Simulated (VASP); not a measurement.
# KCl (Sylvite): single point with r2SCAN

**The experiment to reproduce.**

A printed reference work, monograph reports, for a bulk crystal of KCl: band gap 8.68 eV.

Crystal: KCl (Sylvite).

```xyz
2
Lattice="0.0000 3.1461 3.1461 3.1461 0.0000 3.1461 3.1461 3.1461 0.0000" Properties=species:S:1:pos:R:3 pbc="T T T"
K     0.0000    0.0000    0.0000
Cl    3.1461    3.1461    3.1461
```

```yaml
Program: VASP 6.6.1
Task: single point
Functional: r2SCAN
Potentials_or_basis: VASP PAW PBE potentials, release 64 (K_sv, Cl)
Cutoff: 520 eV
k_mesh: 6 × 6 × 6
Occupations: gaussian, width 0.05 eV
Spin: no spin polarisation
```

```
Pressure               : 0.0 GPa
Band gap on the k mesh : 5.83 eV, direct
```

Levels at points of the mesh, in eV from the valence-band top:
```tsv
k point	band 5	band 6	band 7	band 8	band 9	band 10	band 11	band 12
(0.00, 0.00, 0.00)	-10.96	0.00	0.00	0.00	5.83	9.03	9.03	9.03
(0.50, 0.00, 0.00)	-10.74	-1.05	-0.32	-0.32	8.13	9.24	11.32	11.32
(0.50, 0.50, 0.00)	-11.01	-0.67	-0.23	-0.23	7.03	9.22	10.70	11.11
```

Run time: 2.7 min on 1 thread of AMD EPYC 7R43 64-Core Processor (Zen 3), with other jobs on the host, peak memory 0.19 GiB.

A measured gap of KCl is 8.68 eV (a printed reference work, monograph); the calculated 5.83 eV misses it by -2.85 eV. The value is that of r2SCAN, without temperature or zero-point motion.

Caveat: the PAW data sets were made with another functional, which shifts forces and pressure a little.
